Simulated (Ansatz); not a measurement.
Sn:

```
Sn
1.0
    -2.02919    2.02919    1.66076
     2.02919   -2.02919    1.66076
     2.02919    2.02919   -1.66076
Sn
1
Direct
  0.00000 0.00000 0.00000
```

This isn't the form of Sn at room conditions, which is tetragonal (white tin).

| Property | Result |
| --- | --- |
| Program | Ansatz 0.2.0 |
| Task | single point |
| Functional | PBE |
| Potentials or basis | Ansatz PAW |
| Cutoff | 420 eV (not typed: the program's choice for these potentials) |
| k mesh | 10 × 10 × 10 |
| Occupations | fermi-dirac, width 0.05 eV |
| Spin | no spin polarisation |

On this cell: pressure 0.9 GPa; band gap on the k mesh none (metal or under the smearing width).

The same run follows on a disturbed copy (cell strained at random at fixed volume):

```
Sn
1.0
    -1.96923    2.05623    1.62201
     2.04455   -2.03890    1.69286
     1.97855    2.04822   -1.60084
Sn
1
Cartesian
  -0.0150 0.0132 0.0161
```

**Question.** What does the disturbed cell give?

**Answer.** The energy (extrapolated to zero smearing) moves by +1.7 meV/atom; pressure 1.1 GPa; band gap on the k mesh none (metal or under the smearing width).

Stress tensor (GPa, compression positive):
```
 0.50 -0.18 -0.32
-0.18  0.65 -0.09
-0.32 -0.09  2.07
```
